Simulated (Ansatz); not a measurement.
# Fe (Fmmm) in Ansatz: a series of runs, part 2 of 2

Ansatz 0.2.0.

### Step 3. Single point, PBE, collinear spin, ferromagnetic start

Contents of input.yaml:

```yaml
crystal:
  lattice:
    - [0.0, 1.9417396906, 1.9651051623]
    - [1.4984397099, 0.0, 1.9651051623]
    - [1.4984397099, 1.9417396906, 0.0]
  atoms:
    - { symbol: Fe, position: [0.0, 0.0, 0.0], spin: 3.0 }
hamiltonian:
  xc: pbe
  pseudopotentials: { kind: paw }
magnetization:
  spin_polarized: true
kpoints:
  mp_grid: { grid: [13, 13, 13] }
scf:
  occupations: { method: gaussian, width: 0.013 }
output:
  forces: true
  stress: true
  eigenvalues: true
  write_density: true
  write_potential: true
  elf: true
  volumetric_format: npy
```

Potentials or basis: Ansatz PAW.

Started as:

```console
$ ansatz run input.yaml --threads 2 --pin off --max-ram 5632MiB --backend cpu --events-out ev --progress --plain --runs-dir out
```

Standard output:

```text
Warning: RAYON_NUM_THREADS=2 ignored (pool sized by the plan → 2); use --threads N
Engine: ansatz 0.2.0, x86_64-unknown-linux-gnu
Pseudopotentials: kind: paw
Pseudopotential: Fe, paw, valence charge 16, recommended cutoff 420 eV (normal), Fe.paw.azcp
Functional definition: PBE
  parameter kappa = 0.804
  parameter beta = 0.06672455060314922
  exchange = pbe_x(kappa = kappa, mu = beta*pi^2/3)
  correlation = pbe_c(beta = beta)
Crystal: 1 atoms, lattice volume = 11.435 Å³
Basis set: ecut = 420 eV, 221 PW (Γ), exchange–correlation on 40×36×36 points (8 copies of the dense FFT grid, shifted against one another)
Bands: 14, of which v1, the nominal top of the filled ones, is band 8 counted from 1 (7 counted from 0)
Symmetry: 8 space group operations
Space group: Fmmm (ITA 69), of the structure as read, at distance tolerance 2.3e-5 Å
Magnetic group: BNS 69.521 (UNI 619), of the structure as read, at distance tolerance 2.3e-5 Å
k-points: 343 of 2197
Non-local potential: Fe, projectors of the file, l = 0: 3, l = 1: 2, l = 2: 3, l = 3: 1
PAW form: soft (Blöchl's): semilocal exchange-correlation on the pseudo side does not see the compensation charge
PAW one-centre angular grid: Fe, 590 points (default); XC on 64 Gauss nodes
Initial density: superposition of atomic densities (chi_scale 0.1, normalization cell)
Starting moments: Σ|m| = 3 μB on 1 of 1 site
Initial wavefunctions: pseudopotential atomic-orbital guess
Functional: x = pbe(κ = 0.804, μ = 0.2195149727645171), c = pbe(β = 0.06672455060314922)
SCF iter   1: F=—  HF=-4480.618236 eV  |F-HF|=—  |Δ(HF+E_count)|=         —  Δρ=1.40e-1 (↑1.40e-1 ↓4.89e-2)  dr2=1.63e0  dr2_m=5.86e-1  M=2.096 μB ∫|m|=2.128 μB  β_m=0.30  ethr=3.10e-3  ⟨swp⟩=5.3  Hψ=46336  notcnv=0
Mixer restart at iter 1: flushing history
preconditioner: auto → none  [metal: Δε(μ)=0.002 eV  Ē_g=14.388 eV  σ=0.013 eV  W_gap=0.07  n_scr=0 (ndim 8)  ℏωp=31.1 eV  f_vac=0.000  D(μ)=1.64/eV (n_scr^D=18)]
SCF iter   2: F=—  HF=-4479.862490 eV  |F-HF|=—  |Δ(HF+E_count)|=   7.56e-1  Δρ=3.37e-2 (↑2.21e-2 ↓3.37e-2)  dr2=4.55e-2  dr2_m=6.10e-2  M=2.283 μB ∫|m|=2.345 μB  β_m=0.30  ethr=3.10e-3  ⟨swp⟩=3.3  Hψ=23903  notcnv=0  defer=908
SCF iter   3: F=—  HF=-4480.104497 eV  |F-HF|=—  |Δ(HF+E_count)|=   2.42e-1  Δρ=2.32e-2 (↑1.78e-2 ↓2.32e-2)  dr2=3.41e-3  dr2_m=4.18e-2  M=2.252 μB ∫|m|=2.325 μB  β_m=0.54  ethr=2.84e-4  ⟨swp⟩=3.3  Hψ=20137  notcnv=0  defer=926
SCF iter   4: F=—  HF=-4480.421275 eV  |F-HF|=—  |Δ(HF+E_count)|=   3.17e-1  Δρ=1.14e-2 (↑5.28e-3 ↓1.14e-2)  dr2=1.04e-2  dr2_m=4.98e-3  M=2.201 μB ∫|m|=2.303 μB  β_m=0.77  ethr=2.13e-5  ⟨swp⟩=3.0  Hψ=21608  notcnv=0  defer=927
SCF iter   5: F=—  HF=-4480.461415 eV  |F-HF|=—  |Δ(HF+E_count)|=   4.01e-2  Δρ=6.62e-3 (↑6.62e-3 ↓4.85e-3)  dr2=9.65e-3  dr2_m=1.75e-4  M=2.138 μB ∫|m|=2.259 μB  β_m=0.71  ethr=2.13e-5  ⟨swp⟩=3.0  Hψ=23826  notcnv=0  defer=905
SCF iter   6: F=—  HF=-4480.463066 eV  |F-HF|=—  |Δ(HF+E_count)|=   1.65e-3  Δρ=1.93e-3 (↑1.88e-3 ↓1.93e-3)  dr2=1.06e-3  dr2_m=1.61e-5  M=2.155 μB ∫|m|=2.273 μB  β_m=0.79  ethr=2.13e-5  ⟨swp⟩=2.8  Hψ=18369  notcnv=0  defer=918
SCF iter   7: F=—  HF=-4480.463197 eV  |F-HF|=—  |Δ(HF+E_count)|=   1.31e-4  Δρ=6.53e-4 (↑4.01e-4 ↓6.53e-4)  dr2=6.52e-6  dr2_m=2.83e-5  M=2.164 μB ∫|m|=2.281 μB  β_m=0.89  ethr=6.62e-6  ⟨swp⟩=2.5  Hψ=15191  notcnv=0  defer=918
SCF iter   8: F=—  HF=-4480.463201 eV  |F-HF|=—  |Δ(HF+E_count)|=   3.76e-6  Δρ=2.99e-4 (↑2.99e-4 ↓1.78e-4)  dr2=1.16e-6  dr2_m=5.86e-6  M=2.166 μB ∫|m|=2.282 μB  β_m=0.95  ethr=4.07e-8  ⟨swp⟩=2.0  Hψ=15105  notcnv=0  defer=918
SCF iter   9: F=—  HF=-4480.463200 eV  |F-HF|=—  |Δ(HF+E_count)|=   8.63e-7  Δρ=1.03e-4 (↑1.03e-4 ↓5.38e-5)  dr2=2.47e-7  dr2_m=6.17e-7  M=2.166 μB ∫|m|=2.283 μB  β_m=0.92  ethr=7.24e-9  ⟨swp⟩=1.5  Hψ=10568  notcnv=0  defer=918
SCF iter  10: F=—  HF=-4480.463200 eV  |F-HF|=—  |Δ(HF+E_count)|=   9.72e-8  Δρ=1.14e-5 (↑8.72e-6 ↓1.14e-5)  dr2=1.41e-9  dr2_m=9.13e-9  M=2.166 μB ∫|m|=2.283 μB  β_m=0.96  ethr=1.54e-9  ⟨swp⟩=2.0  Hψ=12378  notcnv=0  defer=918
SCF iter  11: F=-4480.463200 eV  HF=-4480.463200 eV  |F-HF|=3.11e-10  |Δ(HF+E_count)|=   2.37e-9  Δρ=3.91e-6 (↑3.91e-6 ↓2.07e-6)  dr2=7.90e-10  dr2_m=7.47e-10  M=2.166 μB ∫|m|=2.283 μB  ethr=8.80e-12  ⟨swp⟩=7.5  Hψ=52353  notcnv=0
SCF 1 converged in 11 iterations: F = -4480.463200 eV  dr2 = 7.90e-10
SCF converged after 11 iterations
Magnetization: 2.1660 μB (9.0830 up, 6.9170 down)
Absolute magnetization: 2.2828 μB (∫|ρ↑−ρ↓|, with the PAW one-centre terms)
Spin contamination: 0.0369 ħ² per cell (⟨S²⟩ above its minimum at these occupations)
Per-site moments (μB) at R_I (Å): [(2.212869041273059, 1.011733477502028)]
Free energy (F): -4480.463200 eV
Harris-Foulkes:  -4480.463200 eV  (|F-HF|=3.11e-10)
Internal energy: -4480.463099 eV  (E = F + TS)
E sigma→0 (E₀):  -4480.463150 eV
Entropy (-TS):   -0.000100 eV (-0.100 meV/atom)
Fermi energy:    18.422825 eV
--- Per-component energies (eV) ---
  E_band       = -213.809482
  E_kinetic    = 350.345143
  E_local      = -2072.424082  (includes V_loc(G=0)·N_el)
  E_nonlocal   = 218.420385
  E_hartree    = 870.178765
  E_xc         = -117.865967
  E_vxc        = -151.773531  (∫ρ·V_xc dr)
  E_paw        = -1366.233336  (= ΣΔE_a)
  E_vpaw       = -298.737399  (= ΣTr[D̂ρ^β])
  E_aug_tail   = 0.000971  (compensation charges beyond the density's cutoff)
  E_ewald      = -2362.884979
  E_smearing   = -0.000100  (= −TS)
  E_closure    = 0.000000  (closes the sum)
  Σ components = -4480.463200   (vs F -4480.463200, Δ=0.00e0)
--- Forces (eV/Å), atoms counted from 1 ---
  atom   1  Fe     0.00000000     0.00000000    -0.00000000
  max |Σ_I F_I| component: 1.36e-31 eV/Å
--- Stress (GPa, compression-positive) ---
       -6.667407       0.000000       0.000000
        0.000000       1.800052      -0.000000
        0.000000      -0.000000       0.976633
  P = ⅓ Tr σ = -1.2969 GPa (-12.969 kbar)
--- Band table (eV; the first three rows and the last of 686) ---
  k-point 0 ↑: bands = ["-69.6773", "-35.4817", "-35.4754", "-35.4725", "9.8951", "15.9682", "16.0551", "16.3844", "17.0745", "17.4616", "41.6237", "43.1101", "43.3660", "47.6524"]
  k-point 1 ↑: bands = ["-69.6730", "-35.5006", "-35.4848", "-35.4749", "10.1337", "15.9808", "16.0638", "16.4257", "17.0378", "17.4338", "40.7864", "42.3884", "43.1217", "46.8328"]
  k-point 2 ↑: bands = ["-69.6610", "-35.5656", "-35.5043", "-35.4753", "10.8201", "15.9345", "15.9849", "16.7023", "16.9756", "17.3882", "37.9408", "41.3178", "42.8018", "46.0005"]
  k-point 342 ↓: bands = ["-66.9750", "-33.3117", "-33.0730", "-32.9348", "14.8721", "16.2765", "18.7904", "20.2979", "20.6176", "21.5356", "27.4872", "34.7403", "36.8491", "41.9123"]
```

v_z.tsv:

```text
# z_ang	v_es[eV]	v_tot_up[eV]	v_tot_dn[eV]
# format = ansatz-planar-average/11
# xc	pbe
# density_cutoff_ev	1680
# datasets	Fe=:simpson_from_first_knot:soft
# lattice	0.000000000	1.941739691	1.965105162
# lattice	1.498439710	0.000000000	1.965105162
# lattice	1.498439710	1.941739691	0.000000000
# sites	1
# site	26	0.000000000	0.000000000	0.000000000
0.000000	3.254653e-2	-1.545023e1	-1.499932e1
0.136260	4.812520e-1	-1.485468e1	-1.439643e1
0.272521	1.803043e0	-1.311207e1	-1.263443e1
0.408781	3.922278e0	-1.035014e1	-9.858747e0
0.545042	6.680514e0	-6.801475e0	-6.335933e0
0.681302	9.796697e0	-2.829788e0	-2.464718e0
[... 10 lines left out ...]
2.180166	1.803043e0	-1.311207e1	-1.263443e1
2.316427	4.812520e-1	-1.485468e1	-1.439643e1
```

It took 5.3 s on 2 threads of Intel Xeon Platinum 8488C (Sapphire Rapids), shared host; peak memory 0.43 GiB.

Results:

| Item | Value |
| --- | --- |
| Free energy | -4480.4632 eV |
| Pressure | -1.3 GPa |
| Band gap on the k mesh | none (metal or under the smearing width) |
| Net moment | 2.17 μB per cell |
| Absolute moment | 2.28 μB per cell |
| Site moments | Fe +2.21 μB |

Stress tensor (GPa, compression positive):
```
-6.67  0.00  0.00
 0.00  1.80  0.00
 0.00  0.00  0.98
```

Levels at points of the mesh, in eV from the Fermi level:
Spin up:
| k point | band 6 | band 7 | band 8 | band 9 | band 10 | band 11 | band 12 | band 13 |
| --- | --- | --- | --- | --- | --- | --- | --- | --- |
| (0.00, 0.00, 0.00) | -2.45 | -2.37 | -2.04 | -1.35 | -0.96 | 23.20 | 24.69 | 24.94 |
Spin down:
```tsv
k point	band 4	band 5	band 6	band 7	band 8	band 9	band 10	band 11
(0.00, 0.00, 0.00)	-51.31	-8.38	-0.67	-0.51	-0.01	1.28	1.90	22.96
```

### Step 4. Single point, PBE, collinear spin, ferromagnetic start

Edit input.yaml of step 3 so:

```diff
@@ -15,3 +15,3 @@
 scf:
-  occupations: { method: gaussian, width: 0.013 }
+  occupations: { method: gaussian, width: 0.014 }
 output:
```

Started as:

```console
$ ansatz run input.yaml --threads 2 --pin off --max-ram 5632MiB --backend cpu --events-out ev --progress --plain --runs-dir out
```

Wall time 5.2 s (2 threads of Intel Xeon Platinum 8488C (Sapphire Rapids), shared host); peak memory 0.44 GiB.

Results (log left out):

- Free energy: -4480.4632 eV
- Pressure: -1.3 GPa
- Band gap on the k mesh: none (metal or under the smearing width)
- Net moment: 2.17 μB per cell
- Absolute moment: 2.28 μB per cell
- Site moments: Fe +2.21 μB

Stress tensor (GPa, compression positive):
```
-6.66  0.00  0.00
 0.00  1.80  0.00
 0.00  0.00  0.98
```

Levels at points of the mesh, in eV from the Fermi level:
Spin up:
```csv
k point,band 7,band 8,band 9,band 10,band 11,band 12
"(0.00, 0.00, 0.00)",-2.37,-2.04,-1.35,-0.96,23.20,24.69
```
Spin down:
```tsv
k point	band 3	band 4	band 5	band 6	band 7	band 8	band 9	band 10	band 11	band 12
(0.00, 0.00, 0.00)	-51.32	-51.31	-8.38	-0.67	-0.51	-0.01	1.28	1.90	22.96	24.51
```

### Step 5. Single point, PBE, collinear spin, ferromagnetic start

Edit input.yaml of step 4 so:

```diff
@@ -15,3 +15,3 @@
 scf:
-  occupations: { method: gaussian, width: 0.014 }
+  occupations: { method: gaussian, width: 0.015 }
 output:
@@ -20,5 +20 @@
   eigenvalues: true
-  write_density: true
-  write_potential: true
-  elf: true
-  volumetric_format: npy
```

Started as:

```console
$ ansatz run input.yaml --threads 2 --pin off --max-ram 5632MiB --backend cpu --events-out ev --progress --plain --runs-dir out
```

It took 4.4 s on 2 threads of Intel Xeon Platinum 8488C (Sapphire Rapids), shared host; peak memory 0.43 GiB.

Results (log left out):

- Free energy: -4480.4632 eV
- Pressure: -1.3 GPa
- Band gap on the k mesh: none (metal or under the smearing width)
- Net moment: 2.17 μB per cell
- Absolute moment: 2.28 μB per cell
- Site moments: Fe +2.21 μB

Stress tensor (GPa, compression positive):
```
-6.66  0.00  0.00
 0.00  1.79  0.00
 0.00  0.00  0.98
```

Levels at points of the mesh, in eV from the Fermi level:
Spin up:
```tsv
k point	band 6	band 7	band 8	band 9	band 10	band 11	band 12	band 13
(0.00, 0.00, 0.00)	-2.45	-2.37	-2.04	-1.35	-0.96	23.20	24.69	24.94
```
Spin down:
| k point | band 5 | band 6 | band 7 | band 8 | band 9 | band 10 |
| --- | --- | --- | --- | --- | --- | --- |
| (0.00, 0.00, 0.00) | -8.38 | -0.67 | -0.51 | -0.01 | 1.28 | 1.90 |

### Step 6. Single point, PBE, collinear spin, ferromagnetic start

Edit input.yaml of step 5 so:

```diff
@@ -15,3 +15,3 @@
 scf:
-  occupations: { method: gaussian, width: 0.015 }
+  occupations: { method: gaussian, width: 0.016 }
 output:
```

Potentials or basis: Ansatz PAW.

Started as:

```console
$ ansatz run input.yaml --threads 2 --pin off --max-ram 5632MiB --backend cpu --events-out ev --progress --plain --runs-dir out
```

Wall time 4.2 s (2 threads of Intel Xeon Platinum 8488C (Sapphire Rapids), shared host); peak memory 0.43 GiB.

Results (log left out):

- Free energy: -4480.4632 eV
- Pressure: -1.3 GPa
- Band gap on the k mesh: none (metal or under the smearing width)
- Net moment: 2.17 μB per cell
- Absolute moment: 2.28 μB per cell
- Site moments: Fe +2.21 μB

Stress tensor (GPa, compression positive):
```
-6.65  0.00  0.00
 0.00  1.79  0.00
 0.00  0.00  0.97
```

Levels at points of the mesh, in eV from the Fermi level:
Spin up:
| k point | band 7 | band 8 | band 9 | band 10 | band 11 | band 12 |
| --- | --- | --- | --- | --- | --- | --- |
| (0.00, 0.00, 0.00) | -2.37 | -2.04 | -1.35 | -0.96 | 23.20 | 24.69 |
Spin down:
```tsv
k point	band 4	band 5	band 6	band 7	band 8	band 9	band 10	band 11
(0.00, 0.00, 0.00)	-51.31	-8.38	-0.67	-0.51	-0.01	1.28	1.90	22.96
```

### Step 7. The runs side by side

| smearing | gap on the mesh (eV) | pressure (GPa) | moment (μB) |
| --- | --- | --- | --- |
| gaussian 0.012 eV | none | -1.3 | 2.17 |
| gaussian 0.013 eV | none | -1.3 | 2.17 |
| gaussian 0.014 eV | none | -1.3 | 2.17 |
| gaussian 0.015 eV | none | -1.3 | 2.17 |
| gaussian 0.016 eV | none | -1.3 | 2.17 |

Alike in all rows: task single point; level PBE; potentials or basis Ansatz PAW; spin collinear, ferromagnetic start; cell as given; k mesh 13 × 13 × 13; cutoff (eV) 420.

Every run on the cell as given and a fine mesh finds a metal.

Absolute energies hang on the potentials; compare differences alone.
